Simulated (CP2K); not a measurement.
# PbF2 (Fluorocronite) (Fm-3m) in CP2K: reference runs

Aim: a first look at PbF2 (Fluorocronite) with PBE, on the cell as given and on a disturbed one, then over a range of volumes.

All numbers are computed with CP2K 2026.2; they aren't measurements. Logs are shortened: lines on timing, memory, paths and dates and some standing lists are left out, and cuts for length are marked.

## (1) Starting point

It takes space group Fm-3m (No. 225, cubic). The conventional cell has a = 5.927 Å, b = 5.927 Å, c = 5.927 Å, α = 90.00°, β = 90.00°, γ = 90.00°. Pb (site symmetry m-3m) has 8 F at 2.57 Å as nearest neighbours. Around F (site symmetry -43m) lie 4 Pb at 2.57 Å.

## (2) Single point, PBE

pbf2_scf.inp

```
&GLOBAL
  PROJECT pbf2_scf
  RUN_TYPE ENERGY_FORCE
  PRINT_LEVEL LOW
&END GLOBAL
&FORCE_EVAL
  METHOD QS
  STRESS_TENSOR ANALYTICAL
  &DFT
    BASIS_SET_FILE_NAME BASIS_MOLOPT_UZH
    POTENTIAL_FILE_NAME POTENTIAL_UZH
    &MGRID
      CUTOFF 750
      REL_CUTOFF 60
      NGRIDS 5
    &END MGRID
    &QS
      METHOD GPW
      EPS_DEFAULT 1.0E-10
    &END QS
    &KPOINTS
      SCHEME MONKHORST-PACK 8 8 8
      GAMMA_CENTERED T
      SYMMETRY T
      SYMMETRY_BACKEND SPGLIB
    &END KPOINTS
    &SCF
      SCF_GUESS ATOMIC
      EPS_SCF 1.0E-6
      MAX_SCF 100
      ADDED_MOS 12
      CHOLESKY OFF
      EPS_EIGVAL 1.0E-7
      &DIAGONALIZATION ON
        ALGORITHM STANDARD
      &END DIAGONALIZATION
      &MIXING ON
        METHOD BROYDEN_MIXING
        ALPHA 0.4
        BETA 1.5
        NBUFFER 8
      &END MIXING
      &SMEAR ON
        METHOD FERMI_DIRAC
        ELECTRONIC_TEMPERATURE 580.23
      &END SMEAR
    &END SCF
    &XC
      &XC_FUNCTIONAL PBE
      &END XC_FUNCTIONAL
    &END XC
    &PRINT
      &KPOINTS ON
      &END KPOINTS
      &MULLIKEN ON
      &END MULLIKEN
      &MO ON
        ENERGIES T
        OCCUPATION_NUMBERS T
        &EACH
          QS_SCF 0
        &END EACH
        ADD_LAST NUMERIC
      &END MO
      &LOWDIN ON
      &END LOWDIN
      &HIRSHFELD ON
        SHAPE_FUNCTION DENSITY
      &END HIRSHFELD
    &END PRINT
  &END DFT
  &SUBSYS
    &CELL
      ABC 4.1912481663 4.1912481662 4.1912481663
      ALPHA_BETA_GAMMA 60.0000000005 60.0000000005 60.0000000000
      PERIODIC XYZ
    &END CELL
    &COORD
      SCALED
      Pb  0.0000000000 0.0000000000 0.0000000000
      F   0.7500000000 0.7500000000 0.7500000000
      F   0.2500000000 0.2500000000 0.2500000000
    &END COORD
    &KIND Pb
      BASIS_SET TZVP-MOLOPT-PBE-GTH-q4
      POTENTIAL GTH-PBE-q4
    &END KIND
    &KIND F
      BASIS_SET TZVP-MOLOPT-PBE-GTH-q7
      POTENTIAL GTH-PBE-q7
    &END KIND
    &PRINT
      &ATOMIC_COORDINATES ON
      &END ATOMIC_COORDINATES
      &CELL ON
      &END CELL
    &END PRINT
  &END SUBSYS
  &PRINT
    &FORCES ON
    &END FORCES
    &STRESS_TENSOR ON
    &END STRESS_TENSOR
  &END PRINT
&END FORCE_EVAL
```

Potentials or basis: POTENTIAL_UZH Pb GTH-PBE-q4, F GTH-PBE-q7; TZVP-MOLOPT-PBE-GTH basis.

Started as:

```
OMP_NUM_THREADS=1 cp2k.psmp -i pbf2_scf.inp -o pbf2_scf.out
```

pbf2_scf.out:

```text

 CP2K| version string:                                       CP2K version 2026.2
 CP2K| Input file name                                              pbf2_scf.inp

 GLOBAL| Force Environment number                                              1
 GLOBAL| Basis set file name                                    BASIS_MOLOPT_UZH
 GLOBAL| Potential file name                                       POTENTIAL_UZH
 GLOBAL| MM Potential file name                                     MM_POTENTIAL
 GLOBAL| Coordinate file name                                      __STD_INPUT__
 GLOBAL| Method name                                                        CP2K
 GLOBAL| Project name                                                   pbf2_scf
 GLOBAL| Run type                                                   ENERGY_FORCE
 GLOBAL| FFT library                                                       FFTW3
[... 8 lines left out ...]
 GLOBAL| CPU model name                                                  UNKNOWN

 CELL| Volume [angstrom^3]:                                            52.061315
 CELL| Vector a [angstrom]:       4.191     0.000     0.000   |a| =     4.191248
 CELL| Vector b [angstrom]:       2.096     3.630     0.000   |b| =     4.191248
 CELL| Vector c [angstrom]:       2.096     1.210     3.422   |c| =     4.191248
 CELL| Angle (b,c), alpha [degree]:                                    60.000000
 CELL| Angle (a,c), beta  [degree]:                                    60.000000
 CELL| Angle (a,b), gamma [degree]:                                    60.000000
 CELL| Numerically orthorhombic:                                              NO
 CELL| Periodicity                                                           XYZ

 CELL_REF| Volume [angstrom^3]:                                        52.061315
 CELL_REF| Vector a [angstrom     4.191     0.000     0.000   |a| =     4.191248
 CELL_REF| Vector b [angstrom     2.096     3.630     0.000   |b| =     4.191248
 CELL_REF| Vector c [angstrom     2.096     1.210     3.422   |c| =     4.191248
 CELL_REF| Angle (b,c), alpha [degree]:                                60.000000
 CELL_REF| Angle (a,c), beta  [degree]:                                60.000000
 CELL_REF| Angle (a,b), gamma [degree]:                                60.000000
 CELL_REF| Numerically orthorhombic:                                          NO
 CELL_REF| Periodicity                                                       XYZ
[... 9 lines left out ...]
 TOTAL NUMBERS AND MAXIMUM NUMBERS

  Total number of            - Atomic kinds:                                   2
                             - Atoms:                                          3
                             - Shell sets:                                     3
                             - Shells:                                        21
                             - Primitive Cartesian functions:                 14
                             - Cartesian basis functions:                     54
                             - Spherical basis functions:                     51

  Maximum angular momentum of- Orbital basis functions:                        2
                             - Local part of the GTH pseudopotential:          2
                             - Non-local part of the GTH pseudopotential:      4

 MODULE QUICKSTEP: ATOMIC COORDINATES IN ANGSTROM

   Atom Kind Element         X             Y             Z       Z(eff)     Mass
      1    1 Pb   82      0.000000      0.000000      0.000000   4.0000 207.2000
      2    2 F     9      6.286872      3.629727      2.566605   7.0000  18.9984
      3    2 F     9      2.095624      1.209909      0.855535   7.0000  18.9984

 SCF PARAMETERS         Density guess:                                    ATOMIC
                        --------------------------------------------------------
                        max_scf:                                             100
[... 7 lines left out ...]
                        --------------------------------------------------------
                        level_shift [a.u.]:                             0.000000
                        added MOs                                        12    0
                        --------------------------------------------------------
                        Mixing method:                            BROYDEN_MIXING
[... 11 lines left out ...]
 *******************************************************************************
 BRILLOUIN| K-point scheme                                        Monkhorst-Pack
 BRILLOUIN| K-Point grid                                             8    8    8
 BRILLOUIN| Gamma-centered k-point mesh                                     ON
 BRILLOUIN| K-point symmetry accuracy                               0.100000E-05
 BRILLOUIN| K-Point point group symmetrization                                ON
 BRILLOUIN| Symmetry backend                                             SPGLIB
 BRILLOUIN| Symmetry reduction method                                    SPGLIB
 BRILLOUIN| Wavefunction type                                            COMPLEX
 BRILLOUIN| List of Kpoints [2 Pi/Bohr]                                       29
 BRILLOUIN| Number           Weight            X              Y              Z
 BRILLOUIN|     1           0.01562       -0.37500       -0.37500       -0.37500
 BRILLOUIN|     2           0.04688       -0.37500       -0.37500       -0.25000
 BRILLOUIN|     3           0.04688       -0.37500       -0.37500       -0.12500
 BRILLOUIN|     4           0.01172       -0.37500       -0.37500        0.00000
 BRILLOUIN|     5           0.04688       -0.37500       -0.37500        0.12500
 BRILLOUIN|     6           0.02344       -0.37500       -0.37500        0.25000
[... 21 lines left out ...]
 BRILLOUIN|    28           0.00781        0.00000        0.00000        0.50000
 BRILLOUIN|    29           0.00586        0.00000        0.50000        0.50000
 *******************************************************************************

 Extrapolation method: initial_guess

 Number of electrons:                                                         18
 Number of occupied orbitals:                                                  9
 Number of molecular orbitals:                                                21

 Number of orbital functions:                                                 51
 Number of independent orbital functions:                                     51

 SCF WAVEFUNCTION OPTIMIZATION

  Step     Update method      Time    Convergence         Total energy    Change
  ------------------------------------------------------------------------------
     1 NoMix/Diag. 0.40E+00    1.3     0.63673314       -51.9762384142 -5.20E+01
     2 Broy./Diag. 0.40E+00    1.2     0.08844998       -49.0145044310  2.96E+00
     3 Broy./Diag. 0.40E+00    1.2     0.03834086       -51.4215124571 -2.41E+00
     4 Broy./Diag. 0.40E+00    1.2     0.08066836       -52.0246542363 -6.03E-01
     5 Broy./Diag. 0.40E+00    1.2     0.01764221       -51.9103230463  1.14E-01
     6 Broy./Diag. 0.40E+00    1.2     0.02432554       -52.1896525989 -2.79E-01
     7 Broy./Diag. 0.40E+00    1.2     0.00294497       -52.0811702313  1.08E-01
     8 Broy./Diag. 0.40E+00    1.2     0.00214341       -52.1249704349 -4.38E-02
     9 Broy./Diag. 0.40E+00    1.3     0.00085513       -52.1145925141  1.04E-02
    10 Broy./Diag. 0.40E+00    1.3     0.00183001       -52.1222625319 -7.67E-03
    11 Broy./Diag. 0.40E+00    1.3     0.00004919       -52.1205070211  1.76E-03
    12 Broy./Diag. 0.40E+00    1.3     0.00013705       -52.1209916861 -4.85E-04
    13 Broy./Diag. 0.40E+00    1.3     0.00011321       -52.1207269280  2.65E-04
    14 Broy./Diag. 0.40E+00    1.3     0.00001896       -52.1207411680 -1.42E-05
    15 Broy./Diag. 0.40E+00    1.3     0.00000208       -52.1207398714  1.30E-06
    16 Broy./Diag. 0.40E+00    1.3     0.00000007       -52.1207406547 -7.83E-07

  *** SCF run converged in    16 steps ***

  Electronic density on regular grids:        -17.9999999963        0.0000000037
  Core density on regular grids:               17.9999999977       -0.0000000023
  Total charge density on r-space grids:        0.0000000014
  Total charge density g-space grids:           0.0000000014

  Overlap energy of the core charge distribution:               0.00000000001868
  Self energy of the core charge distribution:               -135.83492084346494
  Core Hamiltonian energy:                                     37.69909129240909
  Hartree energy:                                              56.38601438577682
  Exchange-correlation energy:                                -10.37092548939345
  Electronic entropic energy:                                  -0.00000000000000
  Fermi energy:                                                 0.09875383490131

  Total energy:                                               -52.12074065465381
  Total energy (extrapolated to T->0):                        -52.12074065465381

 MO| EIGENVALUES AND OCCUPATION NUMBERS FOR K POINT 1
 MO|
 MO|  Index      Eigenvalue [a.u.]        Eigenvalue [eV]             Occupation
 MO|      1              -0.728444             -19.821983               2.000000
 MO|      2              -0.718680             -19.556284               2.000000
 MO|      3              -0.175310              -4.770420               2.000000
 MO|      4              -0.071363              -1.941873               2.000000
 MO|      5              -0.060043              -1.633853               2.000000
 MO|      6              -0.060043              -1.633853               2.000000
[... 369 lines left out ...]
 MO|     20               0.997172              27.134443               0.000000
 MO|     21               1.036399              28.201841               0.000000
 MO| Sum:                                                              18.000000
 MO| E(Fermi):            0.098754 a.u.          2.687229 eV

 [... the levels of further k-points ...]

 !-----------------------------------------------------------------------------!
                     Mulliken Population Analysis

 #  Atom  Element  Kind  Atomic population                           Net charge
       1     Pb       1          2.536637                              1.463363
       2     F        2          7.731681                             -0.731681
       3     F        2          7.731682                             -0.731682
 # Total charge                             18.000000                 -0.000000

 !-----------------------------------------------------------------------------!

 !-----------------------------------------------------------------------------!
                           Hirshfeld Charges

  #Atom  Element  Kind  Ref Charge     Population                    Net charge
      1       Pb     1       4.000          3.447                         0.553
      2       F      2       7.000          7.277                        -0.277
      3       F      2       7.000          7.277                        -0.277

  Total Charge                                                           -0.000
 !-----------------------------------------------------------------------------!

 LOWDIN POPULATION ANALYSIS

 #  Atom  Element  Kind  Atomic population                           Net charge
       1     Pb       1          3.138141                              0.861859
       2     F        2          7.430929                             -0.430929
       3     F        2          7.430929                             -0.430929
 # Total charge                             18.000000                  0.000000

 ENERGY| Total FORCE_EVAL ( QS ) energy [hartree]            -52.120741015200309

 FORCES| Atomic forces [hartree/bohr]
 FORCES|   Atom     x               y               z               |f|
 FORCES|      1 -1.43474397E-11  4.34261182E-11  8.51030189E-12   4.65199098E-11
 FORCES|      2 -1.37037148E-07 -7.99854953E-08 -5.42546475E-08   1.67691461E-07
 FORCES|      3  1.37051553E-07  7.99423906E-08  5.42458868E-08   1.67679844E-07
 FORCES| Sum     5.68503240E-14  3.21396975E-13 -2.50394726E-13
 FORCES| Total atomic force                                       4.11370264E-13

 STRESS| Analytical stress tensor [bar]
 STRESS|                        x                   y                   z
 STRESS|      x        3.55083941905E+04   1.96048310453E+01   1.38680674696E+01
 STRESS|      y        1.96048310453E+01   3.54857507067E+04   8.00134566059E+00
 STRESS|      z        1.38680674696E+01   8.00134566059E+00   3.54800818969E+04
 STRESS| 1/3 Trace                                             3.54914089314E+04
 STRESS| Determinant                                           4.47063714831E+13

 STRESS| Eigenvectors and eigenvalues of the analytical stress tensor [bar]
 STRESS|                        1                   2                   3
 STRESS| Eigenvalues   3.54744207816E+04   3.54744343112E+04   3.55253717013E+04
 STRESS|      x          -0.414574747629     -0.401725865633      0.816544002188
 STRESS|      y           0.077002749399      0.878581900707      0.471343208644
 STRESS|      z           0.906751539957     -0.258283124944      0.333303873598
```

Wall time 23 s (1 thread of Arm Neoverse V1, shared host); peak memory 0.42 GiB.

What came out:

```yaml
Free_energy: -1418.2775 eV
Pressure: 3.5 GPa
Band_gap_on_the_k_mesh: 4.33 eV, indirect (least direct gap 4.49 eV)
Mulliken_charges: Pb +1.46; F -0.73 e
Hirshfeld_charges: Pb +0.55; F -0.28 e
```

Caveat: Mulliken charges move with the basis; spin-orbit coupling is left out, which as a rule narrows the gap of such compounds by several tenths of an eV; the basis of atomic orbitals isn't converged, which shifts pressures, moduli and gaps.

(Part 1 of 3 ends here.)
